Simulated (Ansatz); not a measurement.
CsI in the CsCl structure, relaxed with r2SCAN: space group Pm-3m (No. 221), cubic; conventional cell a = 4.608 Å, 48.93 Å³ an atom. Around Cs lie 8 I at 3.99 Å; around I lie 8 Cs at 3.99 Å. One-shot G0W0@PBE in Ansatz on a 4×4×4 mesh (contour deformation, no spin-orbit coupling), from a PBE gap of 3.800 eV over the mesh points (the G0W0 gap is indirect on the mesh); the number N of bands summed and the screening cutoff rise together. The values are computed, spin-unpolarised, and not measurements.

```csv
N,cutoff (eV),1000/N,G0W0 gap (eV)
171,80,5.848,5.599
381,140,2.625,5.737
```

Q: Lay a straight line in 1000/N through these rows.

A: The slope is -0.0428 eV per unit of 1000/N and the intercept 5.849 eV.

Q: Predict the gap at N = 689 (210 eV).

A: 5.849 + (-0.0428) × 1.451 = 5.787 eV; the run gives 5.778 eV, -0.009 eV from the line.

Q: With that run's result added, what limit do the last two rows suggest?

A: Their slope is (5.778 − 5.737)/(1.451 − 2.625) = -0.0349, which meets 1/N = 0 at 5.83 eV, against 5.849 eV from the first line. The slope flattens, so the first line overshoots; the k mesh isn't extrapolated.

Spin-orbit coupling is left out, which matters wherever the heavy atoms make up the band edges.
